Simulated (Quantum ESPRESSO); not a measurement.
Wanted: the native input for a Quantum ESPRESSO 7.5 run.

| Item | Value |
| --- | --- |
| Task | work function |
| Functional | revPBE |
| Dispersion | D3 |
| Potentials or basis | GBRV 1.5 PBE |
| Cutoff | 680 eV |
| Density cutoff | 3401 eV |
| k mesh | 9 × 9 × 1 |
| Occupations | gaussian, width 0.05 eV |
| Spin | no spin polarisation |
| Boundary across the vacuum | none |
| Real-space augmentation (tqr) | yes |
| Mixing mode | local-TF |
| Mixing beta | 0.3 |
| Most SCF iterations | 150 |
| SCF threshold | 7e-09 Ry |

The system is In, a slab with vacuum.

```
In
1.0
     3.36384    0.00000    0.00000
    -1.68192    2.91317    0.00000
     0.00000    0.00000   31.19956
In
7
Cartesian
  0.0000 1.9421 7.5000
  0.0000 0.0000 10.1999
  1.6819 0.9711 12.8999
  0.0000 0.0000 15.5998
  0.0000 1.9421 18.2997
  0.0000 0.0000 20.9996
  1.6819 0.9711 23.6996
```

The slab is cut from a database's or a generator's crystal, which needn't be the stable form of the element.

One way to write it, as run:

pw.in

```
&CONTROL
  calculation = 'scf'
  prefix = 'pwscf'
  outdir = './tmp'
  pseudo_dir = './pseudo'
  tprnfor = .true.
  disk_io = 'low'
/
&SYSTEM
  ibrav = 0
  celldm(1) = 8
  nat = 7
  ntyp = 1
  ecutwfc = 50
  ecutrho = 250
  nbnd = 59
  input_dft = 'revpbe'
  occupations = 'smearing'
  smearing = 'gaussian'
  degauss = 0.00367493
  vdw_corr = 'grimme-d3'
  dftd3_version = 3
/
&ELECTRONS
  conv_thr = 7d-09
  electron_maxstep = 150
  mixing_beta = 0.3
  mixing_mode = 'local-TF'
  tqr = .true.
/
ATOMIC_SPECIES
In   114.8180 in_pbe_v1.4.uspp.F.UPF
CELL_PARAMETERS alat
  0.7945929533796  -0.0000000000000   0.0000000000000
 -0.3972964766944   0.6881376832975   0.0000000000000
  0.0000000000000   0.0000000000000   7.3698285510917
ATOMIC_POSITIONS crystal
In     0.3333333300    0.6666666600    0.2403879859
In     0.0000000000    0.0000000000    0.3269253239
In     0.6666666700    0.3333333400    0.4134626620
In     0.0000000000    0.0000000000    0.5000000000
In     0.3333333300    0.6666666600    0.5865373380
In     0.0000000000    0.0000000000    0.6730746761
In     0.6666666700    0.3333333400    0.7596120141
K_POINTS automatic
9 9 1 0 0 0
```

pp_density.in

```
&INPUTPP
  prefix = 'pwscf'
  outdir = './tmp'
  filplot = 'density.dat'
  plot_num = 0
/
&PLOT
  nfile = 1
  filepp(1) = 'density.dat'
  iflag = 3
  output_format = 6
  fileout = 'density.cube'
/
```

pp_potential.in

```
&INPUTPP
  prefix = 'pwscf'
  outdir = './tmp'
  filplot = 'potential.dat'
  plot_num = 11
/
&PLOT
  nfile = 1
  filepp(1) = 'potential.dat'
  iflag = 3
  output_format = 6
  fileout = 'potential.cube'
/
```

Potentials or basis: GBRV 1.5 PBE.

Launch:

```sh
$ OMP_NUM_THREADS=1 mpirun -n 2 pw.x -nk 2 -in pw.in > pw.out
$ OMP_NUM_THREADS=1 mpirun -n 1 pp.x -in pp_density.in > pp_density.out
$ OMP_NUM_THREADS=1 mpirun -n 1 pp.x -in pp_potential.in > pp_potential.out
```

Results of the run:

| Quantity | Value |
| --- | --- |
| Largest force | 0.222 eV/Å |
| Band gap on the k mesh | none (metal or under the smearing width) |
| Work function of the upper face | 3.59 eV |
| Work function of the lower face | 3.59 eV |

Caveat: the potentials were made for another functional, which shifts forces and pressure; real space augmentation costs some meV and hundredths of eV per Å.

Run time: 64 s on 2 MPI ranks on AMD EPYC 9R45 96-Core Processor (Zen 5), with other jobs on the host, peak memory 0.68 GiB a rank.
